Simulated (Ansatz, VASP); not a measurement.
## Al in VASP and in Ansatz

INCAR

```
SYSTEM = Al
  PREC = Accurate
  ENCUT = 520
  EDIFF = 1E-6
  ISMEAR = 0
  SIGMA = 0.1
  LREAL = .False.
  LASPH = .True.
  NELM = 60
  ALGO = Normal
  ISIF = 2
  LWAVE = .False.
  LCHARG = .False.
  GGA = PE
  NBANDS = 18
```

The input KPOINTS:

```
Automatic mesh
0
Gamma
  8 8 8
  0 0 0
```

Contents of POSCAR:

```
Al
1.0
    4.9869276787      0.0000000000      0.0000000000
    0.0000000000      4.9869276787      0.0000000000
    0.0000000000      0.0000000000      4.9869276787
Al
6
Direct
    0.2500000000      0.0000000000      0.5000000000
    0.7500000000      0.0000000000      0.5000000000
    0.5000000000      0.2500000000      0.0000000000
    0.5000000000      0.7500000000      0.0000000000
    0.0000000000      0.5000000000      0.2500000000
    0.0000000000      0.5000000000      0.7500000000
```

Input for Ansatz:

```yaml
crystal:
  lattice:
    - [4.9869276787, 0.0, 0.0]
    - [0.0, 4.9869276787, 0.0]
    - [0.0, 0.0, 4.9869276787]
  atoms:
    - { symbol: Al, position: [0.25, 0.0, 0.5] }
    - { symbol: Al, position: [0.75, 0.0, 0.5] }
    - { symbol: Al, position: [0.5, 0.25, 0.0] }
    - { symbol: Al, position: [0.5, 0.75, 0.0] }
    - { symbol: Al, position: [0.0, 0.5, 0.25] }
    - { symbol: Al, position: [0.0, 0.5, 0.75] }
basis:
  ecutwfc: 420
kpoints:
  mp_grid: { grid: [8, 8, 8] }
  band_path:
    path:
      - [[0.0, 0.0, 0.0], [0.0, 0.5, 0.0], [0.5, 0.5, 0.0], [0.0, 0.0, 0.0], [0.5, 0.5, 0.5], [0.0, 0.5, 0.0]]
      - [[0.5, 0.5, 0.5], [0.5, 0.5, 0.0]]
    npoints: 14
hamiltonian:
  xc: pbe
scf:
  occupations: { method: gaussian, width: 0.1 }
  n_extra_bands: 15
output:
  forces: true
  stress: true
  eigenvalues: true
  populations: true
  dos: { projected: true, de: 0.02, nscf_kmesh: { grid: [10, 10, 10] } }
  bader: true
  write_density: true
  write_potential: true
  elf: true
  volumetric_format: npy
```

The cell was built by a generator and needn't be a form met in nature.

Alike in both runs: task single point; functional PBE; k mesh 8 × 8 × 8; occupations gaussian, width 0.1 eV; no spin polarisation.

```csv
,VASP,Ansatz
version,VASP 6.6.1,Ansatz 0.2.0
potentials or method,"VASP PAW PBE potentials, release 64 (Al)","scalar-relativistic, plane waves, PAW"
plane-wave cutoff (eV),520,420
valence electrons in the cell,18,18
```

|  | VASP | Ansatz | Ansatz less VASP |
| --- | --- | --- | --- |
| gap on the k mesh at the Fermi level (eV) | none | none | - |
| pressure (GPa) | 0.0 | 0.0 | +0.02 |

A gap of «none» marks a metal or a gap that the smearing closes. The functional is the same, so the differences come from potentials, cutoffs and numerics.
